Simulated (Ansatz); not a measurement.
Relaxed-ion elastic tensor of BeO (wurtzite, P6_3mc) in GPa (Voigt order), plane-wave PAW PBEsol (Ansatz code); density 3.03 g/cm³, 6.86 Å³ per atom.

```csv
,1,2,3,4,5,6
1,437,125,89.7,0.0,0.0,0.0
2,125,437,89.7,0.0,0.0,0.0
3,89.7,89.7,475,0.0,0.0,0.0
4,0.0,0.0,0.0,138,0.0,0.0
5,0.0,0.0,0.0,0.0,138,0.0
6,0.0,0.0,0.0,0.0,0.0,156
```

Question: Is the crystal mechanically stable?

Answer: Yes: the smallest eigenvalue of C is 138 GPa.

Question: Work out the Voigt, Reuss and Hill averages.

Answer: K_V = 218, K_R = 218, K_H = 218; G_V = 156, G_R = 153, G_H = 155 GPa.

Question: Give Young's modulus, Poisson's ratio, Pugh's ratio and the universal anisotropy index.

Answer: E = 9KG/(3K + G) = 375 GPa; ν = 0.21; K/G = 1.41 (brittle by the Pugh limit of 1.75); A_U = 5G_V/G_R + K_V/K_R − 6 = 0.08.

Question: Estimate the sound speeds and the Debye temperature.

Answer: v_l = √((K + 4G/3)/ρ) = 11800 m/s, v_t = √(G/ρ) = 7150 m/s, mean 7900 m/s; Θ = (h/k)(3n/4πV)^(1/3) v_m = 1240 K.

Question: Solve the Christoffel equation for the three sound speeds along x, y, z.

Answer: Eigenvalues of C_ijkl n_j n_l equal ρv² (piezoelectric stiffening left out). In km/s, slowest first: x 6.74, 7.17, 12.02; y 6.74, 7.17, 12.02; z 6.74, 6.74, 12.53.

Question: How much does each axis shrink under pressure?

Answer: Linear compressibilities β_i = Σ_j S_ij (j = 1 to 3): x 1.5, y 1.5, z 1.5 per TPa.

The cell was relaxed with PBEsol under the symmetry of its start.

Potentials: the earlier of the program's two PAW sets. The files were generated under PBE; for other functionals the program regenerates the frozen cores, and for LDA and PBEsol the local potential too.
